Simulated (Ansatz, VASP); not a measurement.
# ZrB2: VASP beside Ansatz

INCAR

```
SYSTEM = ZrB2
PREC = Accurate ; ENCUT = 520
EDIFF = 1E-6 ; ISMEAR = -1
SIGMA = 0.05 ; LREAL = .False.
LASPH = .True. ; NELM = 80
ALGO = Normal ; ISIF = 2
LWAVE = .False. ; LCHARG = .True.
GGA = CA ; LELF = .True.
LVHAR = .True. ; NBANDS = 16
```

File KPOINTS:

```
regular mesh
0
Gamma
  12 12 9
  0 0 0
```

POSCAR

```
ZrB2
1.0
    3.2270744050      0.0000000000      0.0000000000
   -1.6135372026      2.7947284147      0.0000000000
    0.0000000000      0.0000000000      3.5890371349
Zr B
1 2
Direct
    0.0000000000      0.0000000000      0.0000000000
    0.3333333333      0.6666666667      0.5000000000
    0.6666666667      0.3333333333      0.5000000000
```

Input for Ansatz:

```yaml
crystal:
  lattice:
    - [3.227074405, 0.0, 0.0]
    - [-1.6135372026, 2.7947284147, 0.0]
    - [0.0, 0.0, 3.5890371349]
  atoms:
    - { symbol: Zr, position: [0.0, 0.0, 0.0] }
    - { symbol: B, position: [0.3333333333, 0.6666666667, 0.5] }
    - { symbol: B, position: [0.6666666667, 0.3333333333, 0.5] }
kpoints:
  mp_grid: { grid: [12, 12, 9] }
  band_path:
    path:
      - [0.0, 0.0, 0.0]
      - [0.5, 0.0, 0.0]
      - [0.3333333333, 0.3333333333, 0.0]
      - [0.0, 0.0, 0.0]
      - [0.0, 0.0, 0.5]
      - [0.5, 0.0, 0.5]
      - [0.3333333333, 0.3333333333, 0.5]
      - [0.0, 0.0, 0.5]
      - [0.5, 0.0, 0.5]
    npoints: 5
scf:
  occupations: { method: fermi_dirac, width: 0.05 }
hamiltonian:
  xc: lda
  pseudopotentials: { kind: all_electron, lapw: { basis_error: 0.001 } }
output:
  forces: true
  stress: true
  eigenvalues: true
```

Change from the starting cell: volume scaled by 1.06.

Alike in both runs: task single point; functional LDA; k mesh 12 × 12 × 9; occupations fermi-dirac, width 0.05 eV; no spin polarisation.

```csv
,VASP,Ansatz
version,VASP 6.6.1,Ansatz 0.2.0
potentials or method,"VASP PAW LDA potentials, release 64 (Zr_sv, B)","all-electron LAPW, scalar-relativistic"
plane-wave cutoff (eV),520,see its input
```

Ansatz gave:

| Property | Result |
| --- | --- |
| pressure (GPa) | -19.3 |
| largest component of the traceless stress (GPa) | 1.56 |

Problem. Which values does VASP return?

Solution. Pressure (GPa): -19.0; largest component of the traceless stress (GPa): 1.55.

Ansatz ran all-electron here, so the differences hold the error of VASP's frozen core and of both bases.

Caveats: so large a pressure means that the cell lies far from this level's equilibrium, or that cutoff or potentials fall short (VASP).
